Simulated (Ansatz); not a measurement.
**SnS₂ (P-3m1): from strained cells to moduli**

```xyz
3
Lattice="3.6321 0.0000 0.0000 -1.8161 3.1455 0.0000 0.0000 0.0000 5.7020" Properties=species:S:1:pos:R:3 pbc="T T T"
Sn    0.0000    0.0000    0.0000
S     0.0000    2.0970    1.4671
S     1.8161    1.0485    4.2349
```

The conventional cell has a = 3.632 Å, b = 3.632 Å, c = 5.702 Å, α = 90.00°, β = 90.00°, γ = 120.00°. Sn (atom 1) is surrounded by 6 S at 2.56 Å. S (atom 2) is surrounded by 3 Sn at 2.56 Å.

Computed, not measured; unless marked otherwise by LDA, all-electron LAPW in Ansatz 0.2.0, scalar-relativistic. k mesh 8×8×4, fixed occupations, basis error target 1 meV/atom. The cell was relaxed by PAW under this functional.

The cell is trigonal and carries a residual pressure of 0.00 GPa at this level. Each strain component that symmetry leaves independent is applied at ±0.005, the ions relax wherever a strain frees them, and the stress (tension positive, GPa) is read. Shears are engineering strains, γ = 2ε.

```csv
strain,size,σxx,σyy,σzz,σyz,σxz,σxy
xx,-0.005,-0.6854,-0.1901,-0.0703,0.0059,0.0000,0.0000
xx,+0.005,0.6532,0.1809,0.0932,-0.0039,0.0000,0.0000
zz,-0.005,-0.0889,-0.0889,-0.1415,0.0000,0.0000,0.0000
zz,+0.005,0.0749,0.0749,0.1547,0.0000,0.0000,0.0000
yz,-0.005,0.0006,-0.0087,0.0107,-0.0592,0.0000,0.0000
yz,+0.005,-0.0092,0.0011,0.0107,0.0568,0.0000,0.0000
```

A central difference gives one constant, for example C11 ≈ (0.6532 − (-0.6854))/(0.01) = 133.9 GPa; the program then imposes the crystal's symmetry on the whole matrix.

(1) What are the independent elastic constants?

(2) Is the crystal stable against homogeneous strain?

(3) What moduli does a random aggregate of grains have?

(4) With the density of 4.660 g/cm³, how fast does sound travel, and what Debye temperature follows?

(5) How far do the constants move if PAW replaces LAPW in the same cell?

(6) How do the constants change if the ions are clamped to the homogeneous strain?

## Answers

(1) C11 = 133.9, C12 = 37.1, C13 = 16.4, C14 = -1.0, C33 = 29.6, C44 = 11.6 GPa.

(2) The least eigenvalue of the 6×6 matrix is 11.6 GPa, so yes.

(3) Voigt and Reuss bounds: B from 27.5 to 48.6 and G from 18.0 to 29.5 GPa; their means are B = 38.0 and G = 23.7 GPa. Then E = 9BG/(3B + G) = 58.9 GPa, ν = (3B − 2G)/(6B + 2G) = 0.242 and B/G = 1.60, on the brittle side of Pugh's 1.75 (a rule of thumb, made for metals; it doesn't predict ductility here).

(4) 

| direction | slow (m/s) | middle (m/s) | fast (m/s) |
| --- | --- | --- | --- |
| x | 1576 | 3223 | 5359 |
| y | 1577 | 3222 | 5360 |
| z | 1578 | 1578 | 2521 |

The mean of v⁻³ over directions and branches gives v_m = 2245 m/s and θ_D = (ħ/k_B) v_m (6π²n)^(1/3) = 240 K, n being atoms per volume. Young's modulus spans 26 to 119 GPa over directions, and the universal anisotropy index is 3.98.

(5) 

```
constant  LAPW (GPa)  PAW (GPa)  difference
     C11       133.9      133.8        -0.1
     C12        37.1       37.1         0.0
     C13        16.4       16.4         0.0
     C14        -1.0       -1.0         0.0
     C33        29.6       29.6         0.0
     C44        11.6       11.5        -0.1
```

(6) Clamped values, with the change against relaxed ions: C11 = 153.5 (+19.6), C12 = 55.4 (+18.3), C13 = 60.1 (+43.7), C14 = -5.7 (-4.7), C33 = 130.4 (+100.8), C44 = 46.9 (+35.3) GPa.

Known limits: no dispersion correction, so the spacing and stiffness between layers or molecules are poor; the frozen-core PAW files of the compared runs were fitted under PBE, their cores solved anew for this functional.
